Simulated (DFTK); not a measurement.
A run of DFTK 0.8.2:

The input run.jl:

```julia
using DFTK
using PseudoPotentialData
using Unitful, UnitfulAtomic
using LinearAlgebra, Printf
include("save.jl")
disable_threading()

# lattice vectors are the columns
lattice = austrip(1u"Å") * [  3.6913825498  -1.8456912749            0.0;
                      0.0   3.1968310632            0.0;
                      0.0            0.0     6.04107701]
symbols   = [:Zr, :S, :S]
positions = [[0.0, 0.0, 0.0],
             [0.3333333333, 0.6666666667, 0.23790997],
             [0.6666666667, 0.3333333333, 0.76209003]]
pseudopotentials = Dict(:S => "S.upf", :Zr => "Zr.upf")
elements = Dict(s => ElementPsp(s, pseudopotentials; rcut=10.0) for s in unique(symbols))
atoms    = [elements[s] for s in symbols]

build_model(lattice, positions; symmetries=true) =
    model_DFT(lattice, atoms, positions;
              functionals=SCAN(),
              temperature=austrip(0.05u"eV"),
              smearing=Smearing.FermiDirac(),
              symmetries)
Ecut  = 45.0  # hartree
kgrid = [6, 6, 4]
tol   = 1e-6
to_GPa = ustrip(uconvert(u"GPa", 1u"hartree/bohr^3"))

model = build_model(lattice, positions)
basis = PlaneWaveBasis(model; Ecut, kgrid)
display(basis)
scfres = self_consistent_field(basis;
                               tol,
                               nbandsalg=AdaptiveBands(model; n_bands_converge=17))
display(scfres.energies)
@printf "Fermi level: %.6f eV\n" ustrip(auconvert(u"eV", something(scfres.εF, NaN)))
forces = compute_forces_cart(scfres)
println("Forces (eV/Å)")
for (s, f) in zip(symbols, forces)
    @printf "%-3s %12.6f %12.6f %12.6f\n" s ustrip.(auconvert.(u"eV/Å", f))...
end
stress = compute_stresses_cart(scfres)
println("Stress (GPa)")
display(round.(stress * to_GPa; digits=4))
println("Levels at the first k-point (eV): ", round.(ustrip.(auconvert.(u"eV", scfres.eigenvalues[1][1:scfres.n_bands_converge])); digits=4))
save_scf!(scfres; forces, stress)

points = Dict("G" => [0.0, 0.0, 0.0], "A" => [0.0, 0.0, 0.5], "H" => [0.3333333333, 0.3333333333, 0.5], "K" => [0.3333333333, 0.3333333333, 0.0], "L" => [0.5, 0.0, 0.5], "M" => [0.5, 0.0, 0.0])
segments = [("G", "M", 6), ("M", "K", 4), ("K", "G", 7), ("G", "A", 3), ("A", "L", 6), ("L", "H", 4), ("H", "A", 7), ("L", "M", 3), ("K", "H", 3)]
kcoords = vcat([[points[a] + t * (points[b] - points[a]) for t in range(0, 1, n)] for (a, b, n) in segments]...)
bands = compute_bands(scfres, ExplicitKpoints(kcoords); n_bands=19, tol=1e-5)
for (k, ε) in zip(bands.basis.kpoints, bands.eigenvalues)
    @printf "%d %8.4f %8.4f %8.4f " k.spin k.coordinate...
    println(join([@sprintf("%9.4f", e) for e in ustrip.(auconvert.(u"eV", ε .- scfres.εF))]))
end
results["band_energies"] = rows(bands.eigenvalues); results["band_kpoints"] = rows(kcoords)
```

Potentials or basis: SG15 1.2 (PBE).

Command:

```sh
$ julia --threads=1 run.jl  # save.jl only writes the numbers to a file and isn't shown; printed stress counts tension as positive; times include loading and compiling
```

Hardware: 1 thread of Intel(R) Xeon(R) Platinum 8259CL CPU @ 2.50GHz (Skylake/Cascade Lake) (shared host).

Task: Estimate the wall time of this run.

Result: Run time: 14 min on 1 thread of Intel(R) Xeon(R) Platinum 8259CL CPU @ 2.50GHz (Skylake/Cascade Lake), on a shared host, peak memory 2.1 GiB. Counts: scf iterations 12, k points 24, plane waves 6965, bands 17.
